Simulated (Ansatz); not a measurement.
Born–Oppenheimer molecular dynamics of a periodic cell of 15 atoms, Zn2Cu3Ge2S8 (host ZnCu2GeS4, host structure I-42m, one Cu atom removed). It goes on from the last frame of an earlier run, with new velocities.

These are results of Ansatz, DFT PBE, scalar-relativistic, plane waves, PAW, not measurements. Settings: accuracy low, cutoff 150 eV, k mesh 2x2x1, fermi-dirac smearing 0.05 eV, no spin polarisation.

- ensemble: NVE (velocity Verlet)
- time step: 2 fs
- steps asked: 200
- starting velocities drawn for: 1920 K
- seed: 525564

Frames 2 fs apart, positions in Å.

Velocities at 220.0 fs (Å/ps):

```
Zn -2.89 -0.60 -3.39
Cu -0.82 5.06 1.53
Ge -2.75 3.56 13.42
S -1.73 -6.90 -0.31
S 7.58 2.39 -3.72
S -6.11 1.70 -3.72
S -2.37 5.90 -8.95
Zn 6.42 -4.70 2.42
Cu 1.45 -3.21 -2.68
Cu -4.21 -2.25 0.92
Ge 2.67 -0.62 -1.26
S -4.01 2.32 -4.68
S 11.54 -11.93 1.62
S -8.05 4.54 -3.54
S 3.24 6.96 -1.77
```

```xyz
15
Lattice="5.3213 0.0000 0.0000 0.0000 5.3213 0.0000 0.0000 0.0000 10.6976" Properties=species:S:1:pos:R:3 time_fs=220.0 energy_less_start_eV=0.849 T=1453
Zn -0.056 -0.154 0.011
Cu 0.390 2.957 2.412
Ge 0.168 0.130 5.094
S 1.667 1.286 6.442
S 1.613 4.232 3.811
S 2.047 1.655 1.274
S 4.481 1.427 3.686
Zn 2.786 2.715 4.756
Cu -0.068 2.755 7.405
Cu 2.253 0.544 8.997
Ge 2.939 2.767 -0.212
S 3.686 4.242 1.590
S 4.467 1.652 9.307
S 4.184 4.476 6.387
S 1.112 3.782 9.322
15
Lattice="5.3213 0.0000 0.0000 0.0000 5.3213 0.0000 0.0000 0.0000 10.6976" Properties=species:S:1:pos:R:3 time_fs=222.0 energy_less_start_eV=0.793 T=1483
Zn -0.062 -0.156 0.004
Cu 0.388 2.967 2.415
Ge 0.163 0.137 5.120
S 1.663 1.273 6.442
S 1.627 4.238 3.803
S 2.034 1.657 1.266
S 4.476 1.439 3.668
Zn 2.799 2.705 4.762
Cu -0.065 2.748 7.399
Cu 2.245 0.539 8.998
Ge 2.945 2.766 -0.214
S 3.679 4.247 1.579
S 4.489 1.627 9.310
S 4.167 4.484 6.380
S 1.120 3.796 9.318
15
Lattice="5.3213 0.0000 0.0000 0.0000 5.3213 0.0000 0.0000 0.0000 10.6976" Properties=species:S:1:pos:R:3 time_fs=224.0 energy_less_start_eV=0.746 T=1509
Zn -0.068 -0.158 -0.002
Cu 0.385 2.978 2.417
Ge 0.159 0.144 5.147
S 1.659 1.259 6.441
S 1.641 4.247 3.796
S 2.020 1.657 1.260
S 4.470 1.450 3.651
Zn 2.812 2.695 4.768
Cu -0.062 2.742 7.393
Cu 2.236 0.535 9.000
Ge 2.951 2.767 -0.216
S 3.674 4.252 1.566
S 4.508 1.602 9.315
S 4.148 4.492 6.374
S 1.129 3.811 9.315
15
Lattice="5.3213 0.0000 0.0000 0.0000 5.3213 0.0000 0.0000 0.0000 10.6976" Properties=species:S:1:pos:R:3 time_fs=226.0 energy_less_start_eV=0.709 T=1530
Zn -0.075 -0.160 -0.007
Cu 0.383 2.989 2.418
Ge 0.156 0.151 5.173
S 1.654 1.246 6.439
S 1.654 4.257 3.790
S 2.004 1.654 1.253
S 4.463 1.460 3.634
Zn 2.826 2.685 4.774
Cu -0.058 2.735 7.387
Cu 2.228 0.530 9.001
Ge 2.957 2.769 -0.218
S 3.669 4.256 1.550
S 4.526 1.576 9.320
S 4.127 4.499 6.368
S 1.141 3.826 9.312
15
Lattice="5.3213 0.0000 0.0000 0.0000 5.3213 0.0000 0.0000 0.0000 10.6976" Properties=species:S:1:pos:R:3 time_fs=228.0 energy_less_start_eV=0.683 T=1544
Zn -0.081 -0.162 -0.011
Cu 0.380 3.000 2.419
Ge 0.155 0.159 5.199
S 1.648 1.234 6.438
S 1.666 4.270 3.784
S 1.988 1.650 1.247
S 4.456 1.468 3.619
Zn 2.840 2.675 4.782
Cu -0.054 2.728 7.380
Cu 2.221 0.525 9.002
Ge 2.964 2.772 -0.220
S 3.667 4.260 1.532
S 4.540 1.550 9.325
S 4.105 4.505 6.363
S 1.154 3.841 9.308
15
Lattice="5.3213 0.0000 0.0000 0.0000 5.3213 0.0000 0.0000 0.0000 10.6976" Properties=species:S:1:pos:R:3 time_fs=230.0 energy_less_start_eV=0.673 T=1550
Zn -0.088 -0.165 -0.015
Cu 0.376 3.011 2.419
Ge 0.154 0.166 5.224
S 1.642 1.223 6.437
S 1.678 4.284 3.779
S 1.970 1.643 1.241
S 4.449 1.475 3.605
Zn 2.854 2.665 4.789
Cu -0.050 2.721 7.373
Cu 2.214 0.520 9.002
Ge 2.972 2.776 -0.221
S 3.666 4.264 1.511
S 4.552 1.524 9.331
S 4.081 4.510 6.359
S 1.169 3.856 9.305
15
Lattice="5.3213 0.0000 0.0000 0.0000 5.3213 0.0000 0.0000 0.0000 10.6976" Properties=species:S:1:pos:R:3 time_fs=232.0 energy_less_start_eV=0.679 T=1546
Zn -0.095 -0.169 -0.018
Cu 0.372 3.023 2.419
Ge 0.154 0.173 5.248
S 1.637 1.212 6.437
S 1.688 4.300 3.775
S 1.952 1.635 1.234
S 4.441 1.481 3.593
Zn 2.868 2.655 4.797
Cu -0.045 2.714 7.366
Cu 2.207 0.516 9.002
Ge 2.979 2.781 -0.222
S 3.666 4.268 1.488
S 4.561 1.498 9.337
S 4.056 4.513 6.356
S 1.185 3.870 9.301
15
Lattice="5.3213 0.0000 0.0000 0.0000 5.3213 0.0000 0.0000 0.0000 10.6976" Properties=species:S:1:pos:R:3 time_fs=234.0 energy_less_start_eV=0.705 T=1532
Zn -0.101 -0.172 -0.019
Cu 0.368 3.035 2.418
Ge 0.155 0.181 5.271
S 1.631 1.203 6.436
S 1.698 4.317 3.772
S 1.933 1.626 1.228
S 4.433 1.485 3.582
Zn 2.882 2.646 4.806
Cu -0.040 2.707 7.358
Cu 2.201 0.512 9.002
Ge 2.987 2.787 -0.223
S 3.668 4.271 1.463
S 4.568 1.473 9.342
S 4.030 4.514 6.354
S 1.202 3.883 9.297
15
Lattice="5.3213 0.0000 0.0000 0.0000 5.3213 0.0000 0.0000 0.0000 10.6976" Properties=species:S:1:pos:R:3 time_fs=236.0 energy_less_start_eV=0.751 T=1506
Zn -0.108 -0.176 -0.020
Cu 0.364 3.047 2.416
Ge 0.157 0.188 5.292
S 1.625 1.195 6.437
S 1.707 4.335 3.770
S 1.913 1.615 1.221
S 4.425 1.488 3.573
Zn 2.896 2.637 4.814
Cu -0.036 2.700 7.350
Cu 2.196 0.508 9.002
Ge 2.995 2.793 -0.223
S 3.671 4.273 1.436
S 4.572 1.450 9.347
S 4.003 4.514 6.353
S 1.220 3.894 9.293
15
Lattice="5.3213 0.0000 0.0000 0.0000 5.3213 0.0000 0.0000 0.0000 10.6976" Properties=species:S:1:pos:R:3 time_fs=238.0 energy_less_start_eV=0.816 T=1471
Zn -0.113 -0.181 -0.021
Cu 0.359 3.060 2.413
Ge 0.159 0.195 5.312
S 1.620 1.188 6.439
S 1.716 4.353 3.770
S 1.893 1.603 1.213
S 4.416 1.489 3.566
Zn 2.909 2.629 4.823
Cu -0.031 2.693 7.343
Cu 2.191 0.506 9.001
Ge 3.002 2.800 -0.223
S 3.675 4.275 1.408
S 4.573 1.427 9.351
S 3.976 4.512 6.353
S 1.239 3.903 9.289
15
Lattice="5.3213 0.0000 0.0000 0.0000 5.3213 0.0000 0.0000 0.0000 10.6976" Properties=species:S:1:pos:R:3 time_fs=240.0 energy_less_start_eV=0.896 T=1427
Zn -0.118 -0.186 -0.020
Cu 0.354 3.074 2.410
Ge 0.161 0.201 5.331
S 1.616 1.184 6.441
S 1.724 4.372 3.770
S 1.872 1.591 1.204
S 4.408 1.488 3.561
Zn 2.923 2.621 4.831
Cu -0.026 2.687 7.335
Cu 2.188 0.504 9.000
Ge 3.009 2.807 -0.223
S 3.679 4.276 1.378
S 4.572 1.407 9.355
S 3.948 4.508 6.355
S 1.258 3.911 9.285
15
Lattice="5.3213 0.0000 0.0000 0.0000 5.3213 0.0000 0.0000 0.0000 10.6976" Properties=species:S:1:pos:R:3 time_fs=242.0 energy_less_start_eV=0.985 T=1377
Zn -0.123 -0.191 -0.018
Cu 0.350 3.087 2.407
Ge 0.164 0.207 5.349
S 1.612 1.181 6.445
S 1.731 4.391 3.772
S 1.851 1.578 1.194
S 4.400 1.486 3.557
Zn 2.936 2.614 4.840
Cu -0.022 2.681 7.328
Cu 2.185 0.503 8.999
Ge 3.016 2.814 -0.222
S 3.685 4.277 1.347
S 4.567 1.388 9.357
S 3.921 4.503 6.357
S 1.278 3.916 9.280
```

Of the whole run (400 fs, mean temperature of the second half 1367 K): The conserved energy stayed within 0.39 meV per atom of its start (net change 0.27 meV per atom), so the integration is sound. A run of 0.4 ps of so small a system gives no equilibrium averages. The plane-wave cutoff is below what these datasets need, so energies and pressures aren't converged. Limits of this set-up: coarse k mesh, odd electron count without spin, low accuracy level.

Time of the run: 5 min on 1 thread of Arm Neoverse V1, with other jobs on the host, peak memory 0.44 GiB.
